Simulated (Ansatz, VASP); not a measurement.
## Sb in VASP and in Ansatz

INCAR

```
PREC = Accurate
ENCUT = 520
EDIFF = 1E-8
ISMEAR = -1
SIGMA = 0.05
LREAL = False
LASPH = True
NELM = 60
ALGO = Normal
ISIF = 2
LWAVE = False
LCHARG = False
GGA = PE
LEFG = True
NBANDS = 8
```

Contents of KPOINTS:

```
Automatic mesh
0
Gamma
  12 12 12
```

The input POSCAR:

```
Sb
1.0
   -0.0461000000      2.2819500000      2.2819500000
    2.2819500000     -0.0461000000      2.2819500000
    2.2819500000      2.2819500000     -0.0461000000
Sb
1
Direct
    0.0000000000      0.0000000000      0.0000000000
```

Input for Ansatz:

```yaml
crystal:
  lattice:
    - [-0.0461, 2.28195, 2.28195]
    - [2.28195, -0.0461, 2.28195]
    - [2.28195, 2.28195, -0.0461]
  atoms:
    - { symbol: Sb, position: [0.0, 0.0, 0.0] }
kpoints:
  mp_grid: { grid: [12, 12, 12] }
scf:
  occupations: { method: fermi_dirac, width: 0.05 }
hamiltonian:
  xc: pbe
  pseudopotentials: { kind: paw }
output:
  forces: true
  stress: true
  eigenvalues: true
  efg: { contact_densities: true }
```

Change from the starting cell: equal xy, yz and zx shear strains of -2 %, PAW files.

Alike in both runs: task electric field gradients; functional PBE; k mesh 12 × 12 × 12; occupations fermi-dirac, width 0.05 eV; no spin polarisation.

|  | VASP | Ansatz |
| --- | --- | --- |
| version | VASP 6.6.1 | Ansatz 0.2.0 |
| potentials or method | VASP PAW PBE potentials, release 64 (Sb) | PAW with Ansatz's default frozen-core files, scalar-relativistic |
| plane-wave cutoff (eV) | 520 | 420 |
| valence electrons in the cell | 5 | 15 |

|  | VASP | Ansatz | Ansatz less VASP |
| --- | --- | --- | --- |
| pressure (GPa) | 8.9 | 9.1 | +0.13 |
| largest component of the traceless stress (GPa) | 0.32 | 0.31 | -0.015 |
| Vzz of the field gradient on the site that differs most (V/Å²) | 1.4 | 2.4 | +1.06 |

The two sets of potentials don't hold the same shells in valence. Ansatz warned: «gradients_without_spin_orbit».

The runs have no spin-orbit coupling, so splittings on Sb are missing.
